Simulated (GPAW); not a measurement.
A run of GPAW 26.7.0 is set up as follows.

The input run.py:

```python
from ase.filters import FrechetCellFilter
from ase.io import read, write
from ase.optimize import BFGS
from gpaw import GPAW, PW

atoms = read('POSCAR')

calc = GPAW(mode=PW(600),
            xc='revPBE',
            kpts={'size': (7, 7, 7), 'gamma': True},
            occupations={'name': 'fermi-dirac', 'width': 0.05},
            nbands=16,
            convergence={'density': 1e-05, 'forces': 0.0001},
            maxiter=150,
            txt='gpaw.txt')
atoms.calc = calc
opt = BFGS(FrechetCellFilter(atoms), trajectory='relax.traj', logfile='-')
done = opt.run(fmax=0.02, steps=60)
calc.write('gs.gpw')
write('result.traj', atoms)
print('Converged:', done)
print('Cell:', atoms.cell.cellpar().round(4))
print('Volume:', round(atoms.get_volume(), 4))
print(atoms.get_scaled_positions().round(5))
```

The input POSCAR:

```
KBr
1.0
    0.0000000000      3.3000000000      3.3000000000
    3.3000000000      0.0000000000      3.3000000000
    3.3000000000      3.3000000000      0.0000000000
Br K
1 1
Direct
    0.5000000000      0.5000000000      0.5000000000
    0.0000000000      0.0000000000      0.0000000000
```

Potentials or basis: the program's PAW data sets (release 1.2.1) made for this functional, pw.

Command:

```bash
$ OMP_NUM_THREADS=1 python run.py
```

Question: Predict the relaxed volume.

Answer: 40.76 Å³/atom.

Question: What does it give for the band gap on the k mesh?

Answer: 4.42 eV, direct.

Question: Predict the relaxed cell.

Answer: a = 4.867 Å, b = 4.867 Å, c = 4.867 Å, α = 60.00°, β = 60.00°, γ = 60.00°.

Final structure:
```
Br K
1.0
     0.00000    3.44153    3.44153
     3.44153    0.00000    3.44153
     3.44153    3.44153    0.00000
Br K
1 1
Direct
  0.50000 0.50000 0.50000
  0.00000 0.00000 0.00000
```

Caveat: later steps reuse the first step's grids; an odd mesh through Γ misses points on the zone boundary, where band edges often lie. Zero-point motion and thermal expansion aren't in these numbers.
